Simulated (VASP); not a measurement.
These are PBEsol GGA, VASP's PBE PAW potentials (set 64) (plane waves; VASP) values and carry that method's errors.

A VASP calculation is set up with these files.

File KPOINTS:
```
Automatic mesh
0
Gamma
7 7 7
0 0 0
```

### INCAR
```
SYSTEM = ZnTe
PREC = Accurate; ENCUT = 400; LREAL = F
LASPH = T
EDIFF = 1E-6; NELM = 100; ALGO = Normal
LMAXMIX = 4
ISMEAR = 0; SIGMA = 0.05
GGA = PS
IBRION = 2; NSW = 60; ISIF = 3
EDIFFG = -0.01
LWAVE = F; LCHARG = F
```

### POSCAR
```
ZnTe
1
    0.0000000000     3.0022210000     3.0022210000
    3.0022210000     0.0000000000     3.0022210000
    3.0022210000     3.0022210000     0.0000000000
Zn Te
1 1
Direct
  0.0000000000   0.0000000000   0.0000000000
  0.2500000000   0.2500000000   0.2500000000
```

POTCAR, in this order: Zn Te (PBE.64 set). Program: vasp_std.

Output of the run:

File OUTCAR:
```
 ion  position               nearest neighbor table
   1  0.000  0.000  0.000-   2 2.60   2 2.60   2 2.60   2 2.60
   2  0.250  0.250  0.250-   1 2.60   1 2.60   1 2.60   1 2.60
  LATTYP: Found a face centered cubic cell.
 ALAT       =     6.0044420000
 Subroutine PRICEL returns:
 Original cell was already a primitive cell.
 Subroutine GETGRP returns: Found 24 space group operations
The static configuration has the point symmetry T_d .
The dynamic configuration has the point symmetry T_d .
 Subroutine INISYM returns: Found 24 space group operations
 Subroutine IBZKPT returns following result:
 Found     20 irreducible k-points:

 Following reciprocal coordinates:
            Coordinates               Weight
  0.000000  0.000000  0.000000      1.000000
  0.142857  0.000000  0.000000      8.000000
  0.285714  0.000000  0.000000      8.000000
  0.428571  0.000000  0.000000      8.000000
  0.142857  0.142857  0.000000      6.000000
  0.285714  0.142857  0.000000     24.000000
  0.428571  0.142857  0.000000     24.000000
 -0.428571  0.142857  0.000000     24.000000
 -0.285714  0.142857  0.000000     24.000000
 -0.142857  0.142857  0.000000     12.000000
  0.285714  0.285714  0.000000      6.000000
  0.428571  0.285714  0.000000     24.000000
 -0.428571  0.285714  0.000000     24.000000
 -0.285714  0.285714  0.000000     12.000000
  0.428571  0.428571  0.000000      6.000000
 -0.428571  0.428571  0.000000     12.000000
  0.428571  0.285714  0.142857     24.000000
 -0.428571  0.285714  0.142857     48.000000
 -0.428571  0.428571  0.142857     24.000000
 -0.285714  0.428571  0.142857     24.000000
   k-points           NKPTS =     20   k-points in BZ     NKDIM =     20   number of bands    NBANDS=     13
   number of dos      NEDOS =    301   number of ions     NIONS =      2
   total plane-waves  NPLWV =  21952
   dimension x,y,z NGX =    28 NGY =   28 NGZ =   28
   dimension x,y,z NGXF=    56 NGYF=   56 NGZF=   56
   ions per type =               1   1
   PREC   = accura    normal or accurate (medium, high low for compatibility)
   ISTART =      0    job   : 0-new  1-cont  2-samecut
   ICHARG =      2    charge: 1-file 2-atom 10-const
   ISPIN  =      1    spin polarized calculation?
   LNONCOLLINEAR =      F non collinear calculations
   LSORBIT =      F    spin-orbit coupling
   INIWAV =      1    electr: 0-lowe 1-rand  2-diag
   ENCUT  =  400.0 eV  29.40 Ry    5.42 a.u.   6.92  6.92  6.92*2*pi/ulx,y,z
   NELM   =    100;   NELMIN=  2; NELMDL= -5     # of ELM steps
   EDIFF  = 0.1E-05   stopping-criterion for ELM
   LREAL  =      F    real-space projection
   NLSPLINE    = F    spline interpolate recip. space projectors
   LMAXMIX     =    4 max onsite mixed and CHGCAR
   VOSKOWN=      0    Vosko Wilk Nusair interpolation
   EDIFFG = -.1E-01   stopping-criterion for IOM
   NSW    =     60    number of steps for IOM
   NBLOCK =      1;   KBLOCK =     60    inner block; outer block
   IBRION =      2    ionic relax: 0-MD 1-quasi-New 2-CG
   NFREE  =      1    steps in history (QN), initial steepest desc. (CG)
   ISIF   =      3    stress and relaxation
   ISYM   =      2    0-nonsym 1-usesym 2-fastsym
   TEIN   =    0.0    initial temperature
   TEBEG  =    0.0;   TEEND  =   0.0 temperature during run
   SMASS  =  -3.00    Nose mass-parameter (am)
   PSTRESS=    0.0 pullay stress
   NELECT =      18.0000    total number of electrons
   EFERMI =   0.00;   METHOD = LEGACY
   ISMEAR =     0;   SIGMA  =   0.05  broadening in eV -4-tet -1-fermi 0-gaus
   IALGO  =     38    algorithm
   LDIAG  =      T    sub-space diagonalisation (order eigenvalues)
   IMIX   =      4    mixing-type and parameters
     AMIX     =   0.40;   BMIX     =  1.00
     AMIX_MAG =   1.60;   BMIX_MAG =  1.00
...
```

OSZICAR:
```
       N       E                     dE             d eps       ncg     rms          rms(c)
DAV:   1     0.702176052028E+02    0.70218E+02   -0.73225E+03   520   0.122E+03
DAV:   2    -0.251213657295E+01   -0.72730E+02   -0.69909E+02   570   0.235E+02
DAV:   3    -0.606644921224E+01   -0.35543E+01   -0.35459E+01   625   0.546E+01
DAV:   4    -0.611471769449E+01   -0.48268E-01   -0.48262E-01   699   0.655E+00
DAV:   5    -0.611513741571E+01   -0.41972E-03   -0.41972E-03   626   0.455E-01    0.524E+00
DAV:   6    -0.591798250109E+01    0.19715E+00   -0.78925E-01   615   0.287E+01    0.407E+00
DAV:   7    -0.590475510011E+01    0.13227E-01   -0.13842E-01   580   0.468E+00    0.173E+00
DAV:   8    -0.590214514995E+01    0.26100E-02   -0.51897E-03   655   0.752E-01    0.384E-01
DAV:   9    -0.590201781383E+01    0.12734E-03   -0.82260E-04   600   0.468E-01    0.130E-01
DAV:  10    -0.590202250048E+01   -0.46867E-05   -0.12475E-04   595   0.119E-01    0.916E-02
DAV:  11    -0.590204314586E+01   -0.20645E-04   -0.36751E-05   553   0.381E-02    0.197E-02
DAV:  12    -0.590204528974E+01   -0.21439E-05   -0.59110E-06   618   0.360E-02    0.184E-02
DAV:  13    -0.590204516052E+01    0.12922E-06   -0.96895E-07   375   0.129E-02
   1 F= -.59020452E+01 E0= -.59020452E+01  d E =-.590205E+01
       N       E                     dE             d eps       ncg     rms          rms(c)
DAV:   1    -0.620450577997E+01   -0.30246E+00   -0.40281E+00   625   0.420E+01    0.387E+00
DAV:   2    -0.595160281336E+01    0.25290E+00   -0.89947E-01   615   0.229E+01    0.139E+00
DAV:   3    -0.591869742790E+01    0.32905E-01   -0.27009E-02   545   0.129E+00    0.699E-01
DAV:   4    -0.590968921006E+01    0.90082E-02   -0.71736E-03   580   0.604E-01    0.232E-01
DAV:   5    -0.590922423786E+01    0.46497E-03   -0.63877E-04   734   0.382E-01    0.138E-01
DAV:   6    -0.590913753239E+01    0.86705E-04   -0.27926E-04   555   0.232E-01    0.347E-02
DAV:   7    -0.590913403504E+01    0.34974E-05   -0.32249E-05   625   0.146E-01    0.909E-03
DAV:   8    -0.590913555957E+01   -0.15245E-05   -0.54495E-06   525   0.300E-02    0.490E-03
DAV:   9    -0.590913587811E+01   -0.31854E-06   -0.23240E-07   300   0.513E-03
   2 F= -.59091359E+01 E0= -.59091359E+01  d E =-.709072E-02
       N       E                     dE             d eps       ncg     rms          rms(c)
DAV:   1    -0.593133080976E+01   -0.22195E-01   -0.27523E-01   625   0.103E+01    0.104E+00
DAV:   2    -0.591304936051E+01    0.18281E-01   -0.78384E-02   615   0.750E+00    0.356E-01
DAV:   3    -0.591080663568E+01    0.22427E-02   -0.22714E-03   602   0.696E-01    0.181E-01
DAV:   4    -0.591014702499E+01    0.65961E-03   -0.67551E-04   610   0.243E-01    0.689E-02
DAV:   5    -0.591011638486E+01    0.30640E-04   -0.45800E-05   643   0.750E-02    0.497E-02
DAV:   6    -0.591010034817E+01    0.16037E-04   -0.21230E-05   566   0.631E-02    0.755E-03
DAV:   7    -0.591010010452E+01    0.24364E-06   -0.29084E-06   429   0.310E-02
   3 F= -.59101001E+01 E0= -.59101001E+01  d E =-.805494E-02
```

OUTCAR:
```
------------------------ aborting loop because EDIFF is reached ----------------------------------------
  FORCE on cell =-STRESS in cart. coord.  units (eV):
  Direction    XX          YY          ZZ          XY          YZ          ZX
  --------------------------------------------------------------------------------------
  Total        0.0096797      0.0096797      0.0096797      0.0000000     -0.0000000     -0.0000000
  in kB        0.2782296      0.2782296      0.2782296      0.0000000     -0.0000000     -0.0000000
  external PRESSURE =       0.2782296 kB  Pullay stress =       0.0000000 kB
  volume of cell :       55.74
      direct lattice vectors                 reciprocal lattice vectors
     0.000000000  3.031884661  3.031884661    -0.164913925  0.164913925  0.164913925
     3.031884661 -0.000000000  3.031884661     0.164913925 -0.164913925  0.164913925
     3.031884661  3.031884661  0.000000000     0.164913925  0.164913925 -0.164913925
 POSITION                                       TOTAL-FORCE (eV/Angst)
 -----------------------------------------------------------------------------------
      0.00000      0.00000      0.00000        -0.000000     -0.000000     -0.000000
      1.51594      1.51594      1.51594         0.000000      0.000000      0.000000
 -----------------------------------------------------------------------------------
    total drift:                               -0.000001     -0.000001     -0.000001
  FREE ENERGIE OF THE ION-ELECTRON SYSTEM (eV)
  ---------------------------------------------------
  free  energy   TOTEN  =        -5.9101001045 eV

  energy  without entropy=       -5.9101001045  energy(sigma->0) =       -5.91010010

 reached required accuracy - stopping structural energy minimisation
```
(Selected blocks of OUTCAR.)

File CONTCAR:
```
ZnTe
   1.00000000000000
     0.0000000000000000    3.0318846613534749    3.0318846613534749
     3.0318846613534749   -0.0000000000000000    3.0318846613534749
     3.0318846613534749    3.0318846613534749    0.0000000000000000
  Zn              Te
     1     1
Direct
     0.0000000000000000    0.0000000000000000    0.0000000000000000
     0.2500000000000000    0.2500000000000000    0.2500000000000000
```

### OUTCAR
```
 val. band max:        3.2583017022   @ k =   0.0000   0.0000   0.0000

 cond. band min:       4.5033528819   @ k =   0.0000   0.0000   0.0000


 Fermi energy:         3.4867897688

 k-point     1 :       0.0000    0.0000    0.0000
  band No.  band energies     occupation
      1      -8.6832      2.00000
      2      -3.7211      2.00000
      3      -3.7211      2.00000
      4      -3.7211      2.00000
      5      -3.4770      2.00000
      6      -3.4770      2.00000
      7       3.2583      2.00000
      8       3.2583      2.00000
      9       3.2583      2.00000
     10       4.5034      0.00000
     11       7.5889      0.00000
     12       7.5889      0.00000
     13       7.5889      0.00000

 k-point     2 :       0.1429    0.0000    0.0000
  band No.  band energies     occupation
      1      -8.5402      2.00000
      2      -3.7085      2.00000
      3      -3.7081      2.00000
      4      -3.7081      2.00000
      5      -3.4786      2.00000
      6      -3.4786      2.00000
      7       1.5998      2.00000
      8       3.0370      2.00000
      9       3.0370      2.00000
     10       5.3865      0.00000
     11       7.8859      0.00000
     12       7.9196      0.00000
     13       7.9196      0.00000

 k-point     3 :       0.2857    0.0000    0.0000
  band No.  band energies     occupation
      1      -8.1783      2.00000
      2      -3.6819      2.00000
      3      -3.6819      2.00000
      4      -3.6288      2.00000
      5      -3.4781      2.00000
      6      -3.4781      2.00000
      7      -0.3978      2.00000
      8       2.6311      2.00000
      9       2.6311      2.00000
     10       5.2659      0.00000
     11       8.2983      0.00000
     12       8.2983      0.00000
     13       9.6365      0.00000

 k-point     4 :       0.4286    0.0000    0.0000
  band No.  band energies     occupation
      1      -7.8324      2.00000
      2      -3.6655      2.00000
      3      -3.6655      2.00000
...
```

Energy and stress use the plane-wave basis of the starting cell. Unless said otherwise, spin-orbit coupling is left out, though it shifts the bands of the heavy elements here.

The structure was generated: ZnTe was put into the zinc blende type (F-43m), which need not be its known phase. This run relaxes it. Symmetry was kept, so distortions that lower it aren't found.
